What a plane share is

A plane share is the fraction of the electronic states in a chosen energy window that lies on one atomic plane of a slab. The slab here consists of two layers of MoS₂, each a sandwich of one Mo plane between two S planes. The states are Kohn-Sham levels of density functional theory, whose energies only approximate those for adding or removing an electron. Their weight is divided among the six planes, so the six shares add up to one, and every state counts in full whether or not an electron occupies it.

In this form of MoS₂, called 1T, each Mo atom sits in an octahedron of S atoms and the material is a metal. The energy zero is therefore the Fermi level, and the window covers the states just above it. In the table, plane height is measured from the topmost S atom.

Ansatz 0.2.0, PBE+D3(BJ) with plane waves and PAW, for a two-layer MoS₂ slab: cutoff 420 eV, 27 × 27 × 1 k mesh, Gaussian smearing of 0.05 eV, no spin polarisation. Plane shares cover all states, filled or empty, from 0 to 0.25 eV above the Fermi level; heights are measured from the top atom.

```
row  plane share  plane formula  plane height (Å)
  1        0.134              S            -9.145
  2        0.228             Mo            -7.557
  3        0.137              S            -5.969
  4        0.139              S            -3.175
  5        0.228             Mo            -1.588
  6        0.134              S             0.000
```

One contrast to explain

The slab looks the same after inversion through its centre, so the six rows hold only three different values, and because the shares add up to one, only two of these are independent. Rows 3 and 4 ought to be identical; they differ by 0.002, which is numerical error. The outer and inner S planes differ by only 0.004 on average, which a rough rule can ignore. What remains is the contrast between the elements: a Mo plane holds 0.228 of the states, an S plane about 0.136.

Count the orbitals

The bands around the Fermi level of MoS₂ are built mainly from the five 4d orbitals of Mo and the three 3p orbitals of each S. The S 3s orbitals lie far below them and the Mo 5s orbital mostly above, so both are left out. Each plane has one atom per cell. Two Mo and four S atoms then supply 2 × 5 + 4 × 3 = 22 orbitals, which form 22 bands.

Mixing moves weight between orbitals but creates none. If the orbitals are orthogonal and normalised, each of them is used up exactly once when its weight is added over all 22 bands. A plane that supplies N orbitals therefore holds N of the 22 states, however strongly Mo and S are bonded. If the share of a plane is taken as the weight of its own orbitals, its average over the whole set of bands is

average share of a plane = N / 22

The rule has no adjustable number. Its one free decision is which orbitals to count.

Two rows worked

Row 2 is a Mo plane, with five orbitals:

share = 5 / 22 = 0.227

The calculation gives 0.228. Row 4 is an S plane, with three orbitals:

share = 3 / 22 = 0.136

The calculation gives 0.139, so the estimate is 2% below the computed share. This is the largest miss in the table. No number in the rule was fitted to either row.

A share per plane is easily confused with a share per element. Mo has the largest share per plane, yet the four S planes together hold 0.544 of the states in this window, more than half. The count gives the same order, with twelve orbitals against ten.

How much the agreement is worth

Over the six planes the rule has a root-mean-square error of 0.002, about the size of the numerical error between rows 3 and 4. Giving every plane the same share would be wrong by 0.043 on the same measure. The printed output after this text lists the estimates row by row.

Such accuracy is better than the argument deserves. Counting the s orbitals as well, six on Mo and four on each S, is a defensible choice for a quick estimate, and it raises the error to 0.010. A realistic expectation is thus an error of several percent of the share, even where the rule works.

There is a deeper reason for caution. The count fixes an average over all 22 bands, whereas the window contains less than 2% of their states. Nothing in the argument obliges so thin a slice to look like the average. Whether the match is more than a coincidence has to be tested at other energies.

Then ask where the window lies

The direction of the deviation follows from ordinary bonding theory. Take one Mo orbital and one S orbital, with the S orbital lower in energy, as 3p is relative to 4d. They combine into a bonding and an antibonding state, and if the lower state has a fraction w on Mo, the weights are

lower state: w on Mo, 1 − w on S
upper state: 1 − w on Mo, w on S

Because the S orbital is the lower one, w is less than one half. The bonding state leans towards S and the antibonding state towards Mo, while the average of the two stays at one half each. The orbital count gives that average for the full crystal, and the position of the window decides which way to lean.

The same calculation gives shares for other windows, and its two ends follow this picture. Between 2 and 1 eV below the Fermi level a Mo plane holds 0.194, less than the count. Between 1 and 1.5 eV above it, a Mo plane holds 0.371, far more than the count. There the rule is too low by 39% of the computed Mo share, and its S shares are roughly twice the computed ones.

The practical range follows from all eight windows. From 1 eV below the Fermi level to 0.5 eV above it, the count gives the Mo share to within about 10% and the S shares to within about 18%. Outside that range it should serve only as a starting point, to be shifted towards S at lower energy and towards Mo at higher energy. The bonding picture gives the direction of the shift but not its size.

What the simple picture leaves open

Between the two ends the Mo share does not rise steadily. It reaches 0.254 a little below the Fermi level, dips to 0.228 in the window of the table, and only then climbs. The picture of two levels has no room for such a dip, and these results do not show where it comes from.

The value at the Fermi level is itself lower than a simple ligand-field picture suggests. In an octahedron of S atoms, the Mo 4d orbitals split into a lower group of three and an upper group of two. Mo in MoS₂ keeps two d electrons, so the Fermi level falls within the lower group, whose bands should be mostly Mo in this picture. Yet the two Mo planes together hold only 0.456 of the states in the window.

Two causes are possible, and both may act. The S 3p orbitals may really contribute that much at these energies. The outer parts of the Mo orbitals may also have been counted with the neighbouring S planes, as would happen if the electron density were cut into slices by height. The results hint at such slicing. In all eight windows the fourth plane comes out slightly above the third, while the other equivalent pairs agree, as expected if a thin slice at the centre of the slab falls to one side.

A projection of the states onto atomic orbitals would show how much each cause matters, but these results do not include one. Until then, the close match with 5/22 may be partly luck, and it should not be taken as proof that Mo and S orbitals contribute in proportion to their number at the Fermi level.

The same count in another structure

The familiar semiconducting form of MoS₂, called 2H, has the same atoms and orbitals, with the S atoms around Mo arranged as a trigonal prism. The average over all its d and p bands is therefore again 5/22 for each Mo plane of a bilayer. The window is another matter. The 2H form has a band gap of more than 1 eV, and if energies are measured from the middle of that gap, the first quarter of an electronvolt contains no states to share out.

A milder version of this problem affects the 1T form itself. The calculation keeps the smallest possible cell, with all Mo atoms equally spaced, whereas real 1T layers tend to distort so that some Mo atoms move closer together and others further apart. The distortion leaves the orbital count per atom unchanged but rearranges the states near the Fermi level, which are the ones in this window. The tabulated shares thus belong to the undistorted metal, calculated without spin polarisation or spin-orbit coupling.

For a neighbouring case, the order of work is the same: count the orbitals to get the average, check that the structure has states in the window at all, and then, if the window lies well away from the Fermi level, lean towards the element whose orbitals are closer to the window in energy.

The analysis program printed:

```
Shares by plane:
  row  computed  d_p_count  count_less_computed  count_with_s
    1     0.134     0.1364             0.002364        0.1429
    2     0.228     0.2273           -0.0007273        0.2143
    3     0.137     0.1364           -0.0006364        0.1429
    4     0.139     0.1364            -0.002636        0.1429
    5     0.228     0.2273           -0.0007273        0.2143
    6     0.134     0.1364             0.002364        0.1429
Largest miss of the d-p count (share): 0.002636
Largest miss of the d-p count (percent of computed share): 1.897
Rms miss of the d-p count (share): 0.001807
Rms miss of the count with s orbitals (share): 0.009851
Rms miss of equal shares (share): 0.0434
Two Mo planes together (share): 0.456
Four S planes together (share): 0.544
Mean Mo plane over mean S plane, computed: 1.676
Difference of the two inner S planes, zero by symmetry (share): 0.002
Part of the d-p states that lies in the window (percent): 1.571
Count against computed Mo plane, -2 to -1 eV (percent): 17.27
Count against computed Mo plane, -1 to -0.5 eV (percent): -9.525
Count against computed Mo plane, -0.5 to -0.25 eV (percent): -10.35
Count against computed Mo plane, -0.25 to 0 eV (percent): -2.542
Count against computed Mo plane, 0.25 to 0.5 eV (percent): -5.303
Count against computed Mo plane, 0.5 to 1 eV (percent): -27.11
Count against computed Mo plane, 1 to 1.5 eV (percent): -38.71
```
